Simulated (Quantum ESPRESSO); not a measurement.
**MgS (Niningerite): phonons with PBE**

The system is MgS (Niningerite).

```
S Mg
1.0
     0.00000    2.60165    2.60165
     2.60165    0.00000    2.60165
     2.60165    2.60165    0.00000
S Mg
1 1
Direct
  0.50000 0.50000 0.50000
  0.00000 0.00000 0.00000
```

```yaml
Program: Quantum ESPRESSO 7.5
Task: phonons
Functional: PBE
Potentials_or_basis: PseudoDojo 0.4.1 SR PBE standard
Cutoff: 1143 eV
Density_cutoff: 4572 eV
k_mesh: 4 × 4 × 4, shifted
Occupations: fermi-dirac, width 0.05 eV
Spin: no spin polarisation
Mixing_beta: 0.5
Most_SCF_iterations: 120
SCF_threshold: 4e-10 Ry
```

```json
{"Pressure after relaxing": "1.2 GPa", "Electronic dielectric tensor (diagonal)": "5.46", "Born charges (mean of the diagonal)": "S -2.34; Mg +2.34 e", "Highest phonon frequency at Γ, LO-TO splitting left out": "241 cm⁻¹", "Static dielectric tensor (diagonal)": "15.08"}
```

Levels at points of the mesh, in eV from the valence-band top:
| k point | band 4 | band 5 | band 6 | band 7 | band 8 | band 9 | band 10 | band 11 | band 12 | band 13 |
| --- | --- | --- | --- | --- | --- | --- | --- | --- | --- | --- |
| (0.12, 0.12, 0.12) | -41.43 | -12.41 | -0.95 | 0.00 | 0.00 | 4.61 | 7.73 | 8.30 | 8.30 | 9.80 |

Phonon frequencies in cm⁻¹ (negative: imaginary):
```csv
q point,frequencies
"(0.000, 0.000, 0.000)",46 46 46 241 241 241
```

Electronic dielectric tensor:
```
5.46 0.00 0.00
0.00 5.46 0.00
0.00 0.00 5.46
```

Born effective charge tensors (e):
atom 1, S
```
-2.34  0.00  0.00
 0.00 -2.34  0.00
 0.00  0.00 -2.34
```
atom 2, Mg
```
2.34 0.00 0.00
0.00 2.34 0.00
0.00 0.00 2.34
```

Optical modes at Γ, degenerate ones joined, polar ones without the macroscopic field:
| cm⁻¹ | components | symmetry | active in | IR intensity, summed ((D/Å)²/amu) |
| --- | --- | --- | --- | --- |
| 240 | 3 | T1u | IR | 27.42 |

Zone-centre frequencies without and with the macroscopic field along z (cm⁻¹):
```tsv
	optical modes in rising order
without	240 240 240
with the field	240 240 399
```

Static dielectric tensor, electrons and zone-centre modes:
```
15.08  0.00  0.00
 0.00 15.08  0.00
 0.00  0.00 15.08
```

It took 3 min on 1 thread of Arm Neoverse V2, with other jobs on the host, peak memory 0.09 GiB.

Caveat: before the sum rule the acoustic modes lie tens of cm⁻¹ from zero, a sign that the density grid also shifts the optical modes.
